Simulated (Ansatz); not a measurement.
Results of r²SCAN0 (PAW; Ansatz, a quantum-chemistry and plane-wave program) for zinc-blende ZnTe.

Settings: plane-wave cutoff 520 eV, 8×8×8 k mesh, Fermi–Dirac smearing 0.01 eV, scalar-relativistic PAW data made under PBE.

Cell (measured lattice):

```cif
data_Te4Zn4
_chemical_formula_sum 'Zn4 Te4'
_space_group_name_H-M_alt 'F-43m'
_space_group_IT_number 216
_space_group_name_Hall 'F -4 2 3'
_cell_length_a 6.08900
_cell_length_b 6.08900
_cell_length_c 6.08900
_cell_angle_alpha 90.000
_cell_angle_beta 90.000
_cell_angle_gamma 90.000
loop_
_atom_site_label
_atom_site_type_symbol
_atom_site_symmetry_multiplicity
_atom_site_Wyckoff_symbol
_atom_site_fract_x
_atom_site_fract_y
_atom_site_fract_z
_atom_site_occupancy
Zn1 Zn 4 a 0.00000 0.00000 0.00000 1
Te1 Te 4 d 0.75000 0.75000 0.75000 1
```
(The calculation used a cell of 2 atoms; values per cell refer to that cell.)

### Question
What does this level give for the band gap?

### Answer

* **band gap**: 3.25 eV (on the SCF k mesh)

Measured, for comparison: band gap 2.43 eV (zero-point renormalisation of 40 meV (experimental, the table's column) added back here, direct; inputs from Miglio et al. (2020), arXiv:2011.12765).

Note: cell and atoms aren't relaxed at this level (pressure 0.5 GPa).

Spin–orbit coupling is not included; with these elements it can move the gap by several tenths of an eV or more.

Computing time: about 5 core-minutes (a rough figure).
